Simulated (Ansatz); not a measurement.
## Strain response of P

Computed with Ansatz, DFT PBEsol, scalar-relativistic, plane waves, PAW. (420 eV cutoff, 8×1×6 k-mesh, Gaussian smearing of 0.02 eV, no spin polarisation)

Reference structure (relaxed):

```xyz
4
Lattice="3.2844 0.0000 0.0000 0.0000 34.8747 0.0000 0.0000 0.0000 4.4369" Properties=species:S:1:pos:R:3 pbc="T T T"
P     0.0000   33.8176    2.5850
P     0.0000    1.0571    1.8519
P     1.6422    1.0571    0.3666
P     1.6422   33.8176    4.0703
```

Deformation: uniaxial strain along c, with the lengths of a and b and the atoms relaxed and the angles held, all within the symmetry that the strain leaves. Energies are extrapolated to zero smearing. Gaps are Kohn–Sham gaps over the whole zone.

```
strain (%)  ΔE (meV/atom) a (Å) b (Å) c (Å) gap (eV)
      -4.5            4.2  3.323  35.270  4.237      0.50
      -3.0            1.8  3.310  35.138  4.304      0.57
      -1.5            0.4  3.298  35.008  4.370      0.64
      +0.0            0.0  3.284  34.875  4.437      0.69
      +1.5            0.5  3.274  34.745  4.503      0.76
      +3.0            2.0  3.265  34.614  4.570      0.81
      +4.5            4.4  3.258  34.482  4.637      0.86
```

**Question.** What stiffness (1/V) d²E/dε² at zero strain does a cubic fit over all points give?

**Answer.** A cubic fit gives (1/V) d²E/dε² = 5 GPa at zero strain (Young's modulus along this axis, angles held).

**Question.** How does the free axis a answer a small strain?

**Answer.** Between the innermost points its strain is -0.24 times the applied one.

**Question.** How fast does the gap move with strain on either side?

**Answer.** 39 meV per percent on the compressed side and 40 meV per percent on the stretched side; it is indirect at -1.5 %, indirect at zero and indirect at +1.5 %.

This form isn't the element's structure at ambient conditions.